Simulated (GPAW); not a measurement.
Here is a GPAW 26.7.0 calculation.

File run.py:

```python
from ase import Atoms
from ase.dft.bandgap import bandgap
from ase.io import write
from gpaw import GPAW, PW

atoms = Atoms(['In', 'In', 'Se', 'Se'],
              cell=[[5.8263928781, -2.054648955, 0.0],
                    [5.8263928781, 2.054648955, 0.0],
                    [-1.723233014, 0.0, 4.7713478577]],
              scaled_positions=[[0.88820325, 0.88820325, 0.04684136],
                                [0.11179675, 0.11179675, 0.95315864],
                                [0.66092759, 0.66092759, 0.66895562],
                                [0.33907241, 0.33907241, 0.33104438]],
              pbc=True)

calc = GPAW(mode=PW(600),
            xc='TB09',
            kpts={'size': (6, 6, 4), 'gamma': True},
            occupations={'name': 'fermi-dirac', 'width': 0.05},
            nbands=32,
            convergence={'density': 1e-05, 'energy': 1e-05},
            eigensolver='cg',
            maxiter=150,
            txt='gpaw.txt')
atoms.calc = calc
energy = atoms.get_potential_energy()
calc.write('gs.gpw')
write('result.traj', atoms)
print('Fermi level:', round(calc.get_fermi_level(), 4), 'eV')
print(f'Gap: {bandgap(calc)[0]:.4f} eV, direct: {bandgap(calc, direct=True)[0]:.4f} eV')
```

Potentials or basis: GPAW PAW data sets for LDA (gpaw-data 1.2.1), pw.

Command:

```bash
$ OMP_NUM_THREADS=1 python run.py
```

Predict the band gap on the k mesh.

1.73 eV, indirect (least direct gap 1.97 eV).

Caveat: a model potential gives levels but no total energy; spin-orbit coupling is left out, which moves the levels of the heavy elements. A k mesh can miss the band edges.
